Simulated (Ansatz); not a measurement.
# BP: what a guessed cell relaxes into, part 1 of 2

The task: take a trial cell of BP to zero force and stress.

Program: Ansatz 0.2.0. Level of theory: DFT PBE, scalar-relativistic, plane waves, PAW. These are calculated values, not measurements.

## Step 1: The system as given

The structure is cubic, space group P4_132 (No. 213). The conventional cell has a = 5.158 Å, b = 5.158 Å, c = 5.158 Å, α = 90.00°, β = 90.00°, γ = 90.00°. B (site symmetry 32) has 3 P at 1.82 Å as nearest neighbours. P (site symmetry 32) is surrounded by 3 B at 1.82 Å.

Coordinates:

```
CELL_PARAMETERS angstrom
5.15769 0.00000 0.00000
0.00000 5.15769 0.00000
0.00000 0.00000 5.15769
ATOMIC_POSITIONS crystal
B 0.87500 0.87500 0.87500
B 0.62500 0.12500 0.37500
B 0.12500 0.37500 0.62500
B 0.37500 0.62500 0.12500
P 0.37500 0.37500 0.37500
P 0.12500 0.62500 0.87500
P 0.62500 0.87500 0.12500
P 0.87500 0.12500 0.62500
```

The cell is invented: 3-connected net, two elements alternating (P4_132, No. 213). The dimensions are guesses.

## Step 2: Probe: one point on a coarse mesh

File input.yaml:

```yaml
crystal:
  lattice:
    - [5.15769343, 0.0, 0.0]
    - [0.0, 5.15769343, 0.0]
    - [0.0, 0.0, 5.15769343]
  atoms:
    - { symbol: B, position: [0.875, 0.875, 0.875] }
    - { symbol: B, position: [0.625, 0.125, 0.375] }
    - { symbol: B, position: [0.125, 0.375, 0.625] }
    - { symbol: B, position: [0.375, 0.625, 0.125] }
    - { symbol: P, position: [0.375, 0.375, 0.375] }
    - { symbol: P, position: [0.125, 0.625, 0.875] }
    - { symbol: P, position: [0.625, 0.875, 0.125] }
    - { symbol: P, position: [0.875, 0.125, 0.625] }
basis:
  ecutwfc: 420
kpoints:
  mp_grid: { grid: [4, 4, 4] }
hamiltonian:
  xc: pbe
scf:
  occupations: { method: gaussian, width: 0.1 }
  lower_state_search: "off"
output:
  forces: true
  stress: true
  eigenvalues: true
```

On the command line:

```
> ansatz run input.yaml --threads 1 --pin off --max-ram 2048MiB --backend cpu --events-out ev --progress --plain --runs-dir out
```

Standard output, shortened:

```text
Warning: RAYON_NUM_THREADS=1 ignored (pool sized by the plan → 1); use --threads N
[...]
Pseudopotentials: kind: paw
Pseudopotential: B, paw, valence charge 3, recommended cutoff 420 eV (normal), B.paw.azcp
Pseudopotential: P, paw, valence charge 5, recommended cutoff 420 eV (normal), P.paw.azcp
Functional definition: PBE
[...]
Crystal: 8 atoms, lattice volume = 137.204 Å³
Basis set: ecut = 420 eV, 2721 PW (Γ), exchange–correlation on 72×72×72 points (8 copies of the dense FFT grid, shifted against one another)
Bands: 24, of which v1, the nominal top of the filled ones, is band 16 counted from 1 (15 counted from 0)
Symmetry: 24 space group operations
Space group: P4132 (ITA 213), of the structure as read, at distance tolerance 5.2e-5 Å
k-points: 10 of 64
[...]
SCF iter   1: F=—  HF=-3640.906330 eV  |F-HF|=—  |Δ(HF+E_count)|=         —  Δρ=4.35e-3  dr2=2.58e-2  ethr=1.77e-3  ⟨swp⟩=9.1  Hψ=1638  notcnv=0  defer=2
[...]
SCF iter   7: F=-3640.912044 eV  HF=-3640.912044 eV  |F-HF|=3.16e-9  |Δ(HF+E_count)|=   2.49e-7  Δρ=1.35e-6  dr2=1.97e-9  ethr=3.13e-10  ⟨swp⟩=12.8  Hψ=1380  notcnv=0
[...]
SCF converged after 7 iterations
Free energy (F): -3640.912044 eV
[...]
E sigma→0 (E₀):  -3640.896432 eV
Entropy (-TS):   -0.031225 eV (-3.903 meV/atom)
Fermi energy:    4.594149 eV
[...]
--- Forces (eV/Å), atoms counted from 1 ---
  atom   1  B      0.00000000     0.00000000    -0.00000000
  atom   2  B      0.00000000     0.00000000     0.00000000
  atom   3  B      0.00000000    -0.00000000     0.00000000
  atom   4  B      0.00000000    -0.00000000     0.00000000
  atom   5  P     -0.00000000     0.00000000    -0.00000000
  atom   6  P     -0.00000000    -0.00000000     0.00000000
  atom   7  P      0.00000000     0.00000000     0.00000000
  atom   8  P     -0.00000000    -0.00000000     0.00000000
[...]
--- Stress (GPa, compression-positive) ---
        9.742128       0.000000      -0.000000
        0.000000       9.742128       0.000000
        0.000000      -0.000000       9.742128
  P = ⅓ Tr σ = 9.7421 GPa (97.421 kbar)
--- Band table (eV; the first three rows and the last of 10) ---
  k-point 0: bands = ["-9.5046", "-6.8587", "-6.8587", "-6.8587", "-2.6166", "-2.6166", "-2.6166", "-0.5047", "-0.5047", "-0.5047", "-0.1045", "-0.1045", "2.8939", "2.8939", "2.8939", "5.4860", "5.7593", "5.7593", "5.7593", "8.7077", "9.5976", "9.5976", "9.5976", "9.6324"]
[...]
```

Wall time 5 s (1 thread of Arm Neoverse V1, shared host); peak memory 0.3 GiB.

Read-out: pressure 9.7 GPa, largest force 0.00 eV/Å, gap on this mesh none (metal). A cheap, loose relaxation comes first.

## Step 3: Rough relaxation on the coarse mesh

input.yaml: that of step 2 with these lines changed.

```diff
@@ -27 +27,6 @@
   eigenvalues: true
+relax:
+  adjacent_minimum: "off"
+  f_tol: 0.04
+  max_steps: 70
+  cell: { stress_tol: 0.4 }
```

On the command line:

```
> ansatz run input.yaml --threads 1 --pin off --max-ram 2048MiB --backend cpu --events-out ev --progress --plain --runs-dir out
```

Standard output:

```text
Warning: RAYON_NUM_THREADS=1 ignored (pool sized by the plan → 1); use --threads N
Engine: ansatz 0.2.0, aarch64-unknown-linux-gnu
[... 4 set-up lines as earlier in the session ...]
  parameter kappa = 0.804
  parameter beta = 0.06672455060314922
  exchange = pbe_x(kappa = kappa, mu = beta*pi^2/3)
  correlation = pbe_c(beta = beta)
Crystal: 8 atoms, lattice volume = 137.204 Å³
Basis set: ecut = 420 eV, 2721 PW (Γ), exchange–correlation on 72×72×72 points (8 copies of the dense FFT grid, shifted against one another)
Bands: 24, of which v1, the nominal top of the filled ones, is band 16 counted from 1 (15 counted from 0)
[... 2 set-up lines as earlier in the session ...]
k-points: 10 of 64
Non-local potential: B, projectors of the file, l = 0: 2, l = 1: 2, l = 2: 1
Non-local potential: P, projectors of the file, l = 0: 2, l = 1: 2, l = 2: 2
PAW form: soft (Blöchl's): semilocal exchange-correlation on the pseudo side does not see the compensation charge
PAW one-centre angular grid: B, 110 points (default); XC on 64 Gauss nodes
PAW one-centre angular grid: P, 110 points (default); XC on 64 Gauss nodes
Initial density: superposition of atomic densities (neutral atoms: chi_scale 0, normalization atom), corrected by the library's trained network
Initial wavefunctions: pseudopotential atomic-orbital guess
Functional: x = pbe(κ = 0.804, μ = 0.2195149727645171), c = pbe(β = 0.06672455060314922)
SCF iter   1: F=—  HF=-3640.906430 eV  |F-HF|=—  |Δ(HF+E_count)|=         —  Δρ=4.40e-3  dr2=2.66e-2  ethr=1.77e-3  ⟨swp⟩=9.2  Hψ=1641  notcnv=0  defer=2
preconditioner: auto → Kerker (q_TF=auto, 2.141 Å⁻¹)  [metal: Δε(μ)=0.070 eV  Ē_g=9.396 eV  σ=0.100 eV  W_gap=0.36  n_scr=26 (ndim 8)  ℏωp=17.9 eV  f_vac=0.000  D(μ)=6.29/eV (n_scr^D=56)]
SCF iter   2: F=—  HF=-3640.907898 eV  |F-HF|=—  |Δ(HF+E_count)|=   1.47e-3  Δρ=1.89e-3  dr2=3.84e-3  ethr=8.33e-5  ⟨swp⟩=2.6  Hψ=450  notcnv=0  defer=2
SCF iter   3: F=—  HF=-3640.910985 eV  |F-HF|=—  |Δ(HF+E_count)|=   3.09e-3  Δρ=6.51e-4  dr2=6.11e-4  ethr=1.20e-5  ⟨swp⟩=2.8  Hψ=379  notcnv=0  defer=2
SCF iter   4: F=—  HF=-3640.911938 eV  |F-HF|=—  |Δ(HF+E_count)|=   9.52e-4  Δρ=1.73e-4  dr2=5.99e-5  ethr=1.91e-6  ⟨swp⟩=2.0  Hψ=370  notcnv=0  defer=2
SCF iter   5: F=—  HF=-3640.912039 eV  |F-HF|=—  |Δ(HF+E_count)|=   1.01e-4  Δρ=5.52e-5  dr2=8.55e-6  ethr=1.87e-7  ⟨swp⟩=2.7  Hψ=449  notcnv=0  defer=2
SCF iter   6: F=—  HF=-3640.912044 eV  |F-HF|=—  |Δ(HF+E_count)|=   5.50e-6  Δρ=1.12e-5  dr2=1.30e-7  ethr=2.67e-8  ⟨swp⟩=2.0  Hψ=370  notcnv=0  defer=2
SCF iter   7: F=-3640.912044 eV  HF=-3640.912044 eV  |F-HF|=2.73e-9  |Δ(HF+E_count)|=   2.23e-7  Δρ=1.21e-6  dr2=1.57e-9  ethr=3.13e-10  ⟨swp⟩=12.4  Hψ=1342  notcnv=0
SCF 1 converged in 7 iterations: F = -3640.912044 eV  dr2 = 1.57e-9
relax step   1: F+E_penalty+E_count = -3640.91204433 eV  Δ(F+E_penalty+E_count) = +0.000e0 eV  max|allowed force component| = 4.944e-17 eV/Å  Δτ_max = 0.0000 Å  P = +9.742 GPa  Ω = 137.204 Å³  (7 SCF iters, dr2 threshold 1.00e-7 eV, accepted)
Crystal: 8 atoms, lattice volume = 143.375 Å³
Basis set: ecut = 420 eV, 2801 PW (Γ), exchange–correlation on 72×72×72 points (8 copies of the dense FFT grid, shifted against one another)
Initial density: handed on by an earlier stage of this run
Initial wavefunctions: those handed on with the density
iter 1 solved again at ethr=5.65e-4 eV; its pass at ethr=3.10e-3 eV (dr2=1.81e-1 eV) is discarded
SCF iter   1: F=—  HF=-3641.239154 eV  |F-HF|=—  |Δ(HF+E_count)|=         —  Δρ=8.97e-3  dr2=1.82e-1  ethr=5.65e-4  ⟨swp⟩=1.4  Hψ=1506  notcnv=0
preconditioner: auto → Kerker (q_TF=auto, 2.125 Å⁻¹)  [metal: Δε(μ)=0.117 eV  Ē_g=9.178 eV  σ=0.100 eV  W_gap=0.48  n_scr=26 (ndim 8)  ℏωp=17.5 eV  f_vac=0.000  D(μ)=4.96/eV (n_scr^D=32)]
SCF iter   2: F=—  HF=-3641.193651 eV  |F-HF|=—  |Δ(HF+E_count)|=   4.55e-2  Δρ=2.84e-3  dr2=2.21e-2  ethr=5.65e-4  ⟨swp⟩=2.8  Hψ=388  notcnv=0
SCF iter   3: F=—  HF=-3641.186829 eV  |F-HF|=—  |Δ(HF+E_count)|=   6.82e-3  Δρ=1.15e-3  dr2=4.97e-3  ethr=6.91e-5  ⟨swp⟩=2.0  Hψ=396  notcnv=0
SCF iter   4: F=—  HF=-3641.185429 eV  |F-HF|=—  |Δ(HF+E_count)|=   1.40e-3  Δρ=3.65e-4  dr2=3.83e-4  ethr=1.55e-5  ⟨swp⟩=2.1  Hψ=400  notcnv=0
SCF iter   5: F=—  HF=-3641.185786 eV  |F-HF|=—  |Δ(HF+E_count)|=   3.56e-4  Δρ=9.20e-5  dr2=1.21e-5  ethr=1.20e-6  ⟨swp⟩=2.8  Hψ=452  notcnv=0
SCF iter   6: F=-3641.185834 eV  HF=-3641.185833 eV  |F-HF|=1.06e-6  |Δ(HF+E_count)|=   4.78e-5  Δρ=1.42e-5  dr2=2.00e-7  ethr=2.50e-9  ⟨swp⟩=9.1  Hψ=1446  notcnv=0
SCF 2 converged in 6 iterations: F = -3641.185834 eV  dr2 = 2.00e-7
relax step   2: F+E_penalty+E_count = -3641.18583449 eV  Δ(F+E_penalty+E_count) = -2.738e-1 eV  max|allowed force component| = 1.571e-16 eV/Å  Δτ_max = 0.0000 Å  P = +4.797 GPa  Ω = 143.375 Å³  energy of the carried Pulay correction = -3.211e-3 eV  (6 SCF iters, dr2 threshold 8.00e-7 eV, accepted)
Crystal: 8 atoms, lattice volume = 149.915 Å³
Basis set: ecut = 420 eV, 2945 PW (Γ), exchange–correlation on 72×72×72 points (8 copies of the dense FFT grid, shifted against one another)
iter 1 solved again at ethr=5.47e-4 eV; its pass at ethr=3.10e-3 eV (dr2=1.75e-1 eV) is discarded
SCF iter   1: F=—  HF=-3641.338454 eV  |F-HF|=—  |Δ(HF+E_count)|=         —  Δρ=8.55e-3  dr2=1.76e-1  ethr=5.47e-4  ⟨swp⟩=1.3  Hψ=1507  notcnv=0
preconditioner: auto → Resta (q_TF=auto, 2.109 Å⁻¹)  ε∞=4.6  [insulator: Δε(μ)=0.168 eV  Ē_g=8.992 eV  σ=0.100 eV  W_gap=0.56  n_scr=26 (ndim 8)  ℏωp=17.2 eV  f_vac=0.000  D(μ)=4.56/eV (n_scr^D=26)  ε∞_Penn≈4.6]
SCF iter   2: F=—  HF=-3641.296022 eV  |F-HF|=—  |Δ(HF+E_count)|=   4.24e-2  Δρ=3.33e-3  dr2=2.92e-2  ethr=5.47e-4  ⟨swp⟩=2.0  Hψ=324  notcnv=0
preconditioner: auto → Kerker (q_TF=auto, 2.109 Å⁻¹)  [metal: Δε(μ)=0.127 eV  Ē_g=9.000 eV  σ=0.100 eV  W_gap=0.49  n_scr=26 (ndim 8)  ℏωp=17.2 eV  f_vac=0.000  D(μ)=4.69/eV (n_scr^D=32)]
SCF iter   3: F=—  HF=-3641.287445 eV  |F-HF|=—  |Δ(HF+E_count)|=   8.58e-3  Δρ=6.89e-4  dr2=1.56e-3  ethr=9.11e-5  ⟨swp⟩=2.3  Hψ=395  notcnv=0
SCF iter   4: F=—  HF=-3641.287313 eV  |F-HF|=—  |Δ(HF+E_count)|=   1.31e-4  Δρ=2.14e-4  dr2=1.74e-4  ethr=4.87e-6  ⟨swp⟩=2.5  Hψ=402  notcnv=0
SCF iter   5: F=—  HF=-3641.287466 eV  |F-HF|=—  |Δ(HF+E_count)|=   1.53e-4  Δρ=9.15e-5  dr2=1.58e-5  ethr=5.45e-7  ⟨swp⟩=2.1  Hψ=403  notcnv=0
SCF iter   6: F=-3641.287484 eV  HF=-3641.287483 eV  |F-HF|=8.00e-7  |Δ(HF+E_count)|=   1.64e-5  Δρ=1.14e-5  dr2=2.17e-7  ethr=2.50e-9  ⟨swp⟩=9.1  Hψ=1580  notcnv=0
SCF 3 converged in 6 iterations: F = -3641.287484 eV  dr2 = 2.17e-7
relax step   3: F+E_penalty+E_count = -3641.28748365 eV  Δ(F+E_penalty+E_count) = -1.016e-1 eV  max|allowed force component| = 1.067e-16 eV/Å  Δτ_max = 0.0000 Å  P = +0.486 GPa  Ω = 149.915 Å³  energy of the carried Pulay correction = -6.463e-3 eV  (6 SCF iters, dr2 threshold 8.00e-7 eV, accepted)
Crystal: 8 atoms, lattice volume = 150.689 Å³
iter 1 solved again at ethr=6.65e-6 eV; its pass at ethr=3.10e-3 eV (dr2=2.13e-3 eV) is discarded
SCF iter   1: F=—  HF=-3641.288951 eV  |F-HF|=—  |Δ(HF+E_count)|=         —  Δρ=9.46e-4  dr2=2.18e-3  ethr=6.65e-6  ⟨swp⟩=1.3  Hψ=1220  notcnv=0
preconditioner: auto → Kerker (q_TF=auto, 2.107 Å⁻¹)  [metal: Δε(μ)=0.122 eV  Ē_g=8.988 eV  σ=0.100 eV  W_gap=0.48  n_scr=26 (ndim 8)  ℏωp=17.1 eV  f_vac=0.000  D(μ)=4.71/eV (n_scr^D=32)]
SCF iter   2: F=—  HF=-3641.288412 eV  |F-HF|=—  |Δ(HF+E_count)|=   5.39e-4  Δρ=2.93e-4  dr2=2.52e-4  ethr=6.65e-6  ⟨swp⟩=2.5  Hψ=375  notcnv=0
SCF iter   3: F=—  HF=-3641.288362 eV  |F-HF|=—  |Δ(HF+E_count)|=   5.00e-5  Δρ=1.28e-4  dr2=6.49e-5  ethr=7.87e-7  ⟨swp⟩=1.8  Hψ=360  notcnv=0
SCF iter   4: F=—  HF=-3641.288344 eV  |F-HF|=—  |Δ(HF+E_count)|=   1.78e-5  Δρ=4.13e-5  dr2=4.92e-6  ethr=2.03e-7  ⟨swp⟩=2.2  Hψ=405  notcnv=0
SCF iter   5: F=-3641.288349 eV  HF=-3641.288349 eV  |F-HF|=5.12e-7  |Δ(HF+E_count)|=   4.62e-6  Δρ=9.20e-6  dr2=1.50e-7  ethr=1.84e-9  ⟨swp⟩=7.7  Hψ=1402  notcnv=0
SCF 4 converged in 5 iterations: F = -3641.288349 eV  dr2 = 1.50e-7
relax step   4: F+E_penalty+E_count = -3641.28834905 eV  Δ(F+E_penalty+E_count) = -8.654e-4 eV  max|allowed force component| = 1.876e-16 eV/Å  Δτ_max = 0.0000 Å  P = +0.030 GPa  Ω = 150.689 Å³  energy of the carried Pulay correction = -6.838e-3 eV  (5 SCF iters, dr2 threshold 5.90e-7 eV, accepted)
Initial wavefunctions: pseudopotential atomic-orbital guess (no wavefunctions were taken with the density)
iter 1 solved again at ethr=1.47e-6 eV; its pass at ethr=3.10e-3 eV (dr2=4.70e-4 eV) is discarded
SCF iter   1: F=—  HF=-3641.298943 eV  |F-HF|=—  |Δ(HF+E_count)|=         —  Δρ=1.70e-4  dr2=5.54e-6  ethr=1.47e-6  ⟨swp⟩=3.4  Hψ=2220  notcnv=0
preconditioner: auto → Kerker (q_TF=auto, 2.107 Å⁻¹)  [metal: Δε(μ)=0.116 eV  Ē_g=8.990 eV  σ=0.100 eV  W_gap=0.47  n_scr=26 (ndim 8)  ℏωp=17.1 eV  f_vac=0.000  D(μ)=4.75/eV (n_scr^D=32)]
SCF iter   2: F=—  HF=-3641.299011 eV  |F-HF|=—  |Δ(HF+E_count)|=   6.80e-5  Δρ=9.13e-5  dr2=1.42e-6  ethr=1.73e-8  ⟨swp⟩=2.2  Hψ=407  notcnv=0
SCF iter   3: F=—  HF=-3641.299023 eV  |F-HF|=—  |Δ(HF+E_count)|=   1.17e-5  Δρ=1.68e-5  dr2=9.08e-8  ethr=4.43e-9  ⟨swp⟩=2.1  Hψ=406  notcnv=0
SCF iter   4: F=—  HF=-3641.299023 eV  |F-HF|=—  |Δ(HF+E_count)|=   5.38e-7  Δρ=2.20e-6  dr2=1.43e-8  ethr=2.84e-10  ⟨swp⟩=2.1  Hψ=411  notcnv=0
SCF iter   5: F=-3641.299023 eV  HF=-3641.299023 eV  |F-HF|=1.20e-9  |Δ(HF+E_count)|=   2.97e-8  Δρ=7.28e-7  dr2=1.37e-9  ethr=1.60e-11  ⟨swp⟩=9.7  Hψ=1264  notcnv=0
SCF 5 converged in 5 iterations: F = -3641.299023 eV  dr2 = 1.37e-9
relax step   5: F+E_penalty+E_count = -3641.29902315 eV  Δ(F+E_penalty+E_count) = -1.067e-2 eV  max|allowed force component| = 1.717e-16 eV/Å  Δτ_max = 0.0000 Å  P = +0.123 GPa  Ω = 150.689 Å³  stress off target by 1.23e-1 GPa  SCF on the basis re-selected at this cell (its energy is not comparable with the rows above)  (5 SCF iters)
basis re-selected at this cell: Δ(F+E_penalty+E_count) = -1.067e-2 eV, ΔP = +0.093 GPa vs the last step (what re-selecting the basis moved, of the pressure what is left beyond the Pulay correction that the steps carried, after the strain that the cell walked since its last selection, with what the two solves' SCF thresholds leave and, on support functions, any second-order correction that the steps lacked; it is no measure of the basis error at this ecutwfc). This SCF's stress stands 1.23e-1 GPa from its target on what of the cell is left free (relax.cell.stress_tol is 4.00e-1 GPa) and its largest allowed force component is 1.72e-16 eV/Å (relax.f_tol is 4.00e-2 eV/Å): within both
SCF converged after 5 iterations
Free energy (F): -3641.299023 eV
Harris-Foulkes:  -3641.299023 eV  (|F-HF|=1.20e-9)
Internal energy: -3641.275263 eV  (E = F + TS)
E sigma→0 (E₀):  -3641.287143 eV
Entropy (-TS):   -0.023760 eV (-2.970 meV/atom)
Fermi energy:    3.791976 eV
--- Per-component energies (eV) ---
  E_band       = -67.220634
  E_kinetic    = 468.851193
  E_local      = -717.889291  (includes V_loc(G=0)·N_el)
  E_nonlocal   = 183.926707
  E_hartree    = 213.319962
  E_xc         = -368.941231
  E_vxc        = -387.806598  (∫ρ·V_xc dr)
  E_paw        = -2591.930457  (= ΣΔE_a)
  E_vpaw       = -40.943300  (= ΣTr[D̂ρ^β])
  E_aug_tail   = 0.000002  (compensation charges beyond the density's cutoff)
  E_ewald      = -828.612148
  E_smearing   = -0.023760  (= −TS)
  E_closure    = -0.000000  (closes the sum)
  Σ components = -3641.299023   (vs F -3641.299023, Δ=0.00e0)
--- Forces (eV/Å), atoms counted from 1 ---
  atom   1  B      0.00000000     0.00000000    -0.00000000
  atom   2  B     -0.00000000    -0.00000000    -0.00000000
  atom   3  B     -0.00000000     0.00000000     0.00000000
  atom   4  B      0.00000000     0.00000000     0.00000000
  atom   5  P     -0.00000000     0.00000000    -0.00000000
  atom   6  P      0.00000000    -0.00000000    -0.00000000
  atom   7  P     -0.00000000    -0.00000000     0.00000000
  atom   8  P      0.00000000     0.00000000     0.00000000
  max |Σ_I F_I| component: 3.24e-17 eV/Å
--- Stress (GPa, compression-positive) ---
        0.123167      -0.000000      -0.000000
       -0.000000       0.123167       0.000000
       -0.000000       0.000000       0.123167
  P = ⅓ Tr σ = 0.1232 GPa (1.232 kbar)
--- Band table (eV; the first three rows and the last of 10) ---
  k-point 0: bands = ["-9.7913", "-7.3717", "-7.3717", "-7.3717", "-3.2940", "-3.2940", "-3.2940", "-0.9768", "-0.9768", "-0.9768", "-0.6669", "-0.6669", "2.2586", "2.2586", "2.2586", "4.5508", "4.9262", "4.9262", "4.9262", "7.5110", "8.4011", "8.4197", "8.5763", "8.5763"]
  k-point 1: bands = ["-9.5972", "-8.2437", "-7.1940", "-6.7316", "-4.2449", "-3.6654", "-2.1330", "-1.3495", "-1.0584", "-0.8409", "-0.3856", "-0.3179", "2.4554", "2.4642", "2.4939", "3.9987", "4.1546", "4.2626", "5.1962", "7.4365", "7.8677", "8.0027", "9.1835", "9.4221"]
  k-point 2: bands = ["-9.0468", "-9.0468", "-6.7874", "-6.7874", "-4.2749", "-4.2749", "-1.3635", "-1.3635", "-1.2077", "-1.2077", "-0.0505", "-0.0505", "2.9048", "2.9048", "3.0865", "3.0865", "3.4729", "3.4729", "5.9951", "5.9951", "7.9596", "7.9596", "10.5000", "10.5000"]
  k-point 9: bands = ["-8.1485", "-8.1485", "-8.1485", "-8.1485", "-3.2639", "-3.2639", "-3.2639", "-3.2639", "0.3449", "0.3449", "0.3449", "0.3449", "2.8875", "2.8875", "2.8875", "2.8875", "4.7071", "4.7071", "4.7071", "4.7071", "9.1417", "9.1417", "9.1417", "9.1417"]
--- Relaxed structure (4 steps of the walk, 4 accepted, 1 SCFs on fresh bases) ---
  F+E_penalty+E_count = -3641.29902315 eV   max|allowed force component| = 1.717e-16 eV/Å   (the final SCF, on the basis selected at the relaxed cell)
  cell:  # Å, volume = 150.6895 Å³
    - [5.3214213084163635, 6.419766481290786e-34, -2.5679065925163148e-34]
    - [1.283953296258158e-34, 5.3214213084163635, 1.0973788328956438e-33]
    - [2.5679065925163148e-34, 1.0973788328956438e-33, 5.3214213084163635]
  atoms:
    - { symbol: B, position: [0.8749999999999998, 0.8749999999999998, 0.8749999999999998] }
    - { symbol: B, position: [0.625, 0.12499999999999999, 0.37499999999999994] }
    - { symbol: B, position: [0.12499999999999999, 0.37499999999999994, 0.625] }
    - { symbol: B, position: [0.37499999999999994, 0.625, 0.12499999999999999] }
    - { symbol: P, position: [0.37499999999999994, 0.37499999999999994, 0.37499999999999994] }
    - { symbol: P, position: [0.12499999999999999, 0.625, 0.8749999999999998] }
    - { symbol: P, position: [0.625, 0.8749999999999998, 0.12499999999999999] }
    - { symbol: P, position: [0.8749999999999998, 0.12499999999999999, 0.625] }
```

Wall time 22 s (1 thread of Arm Neoverse V1, shared host); peak memory 0.32 GiB.

Step by step:

| step | E - E(step 1) (eV/cell) | largest force component (eV/Å) | pressure (GPa) | volume (Å³) |
| --- | --- | --- | --- | --- |
| 1 | 0.0000 | 0.0000 | 9.74 | 137.20 |
| 2 | -0.2738 | 0.0000 | 4.80 | 143.38 |
| 3 | -0.3754 | 0.0000 | 0.49 | 149.91 |
| 4 | -0.3763 | 0.0000 | 0.03 | 150.69 |
| 5 | -0.3870 | 0.0000 | 0.12 | 150.69 |

Step 1 is the start. Step 5 repeats the geometry before it on a plane-wave basis chosen anew for that cell, so its energy need not be comparable with the rows above.

|  | before | after | change |
| --- | --- | --- | --- |
| a (Å) | 5.158 | 5.321 | +3.2 % |
| b (Å) | 5.158 | 5.321 | +3.2 % |
| c (Å) | 5.158 | 5.321 | +3.2 % |
| volume (Å³/atom) | 17.15 | 18.84 | +9.8 % |
| shortest distance (Å) | 1.824 | 1.881 | +3.2 % |
| space group (0.01 Å) | P4_132 | P4_132 | same |

The run keeps the 24 symmetry operations of the start, so it could not have lowered the symmetry.

(Continued in part 2 of 2.)
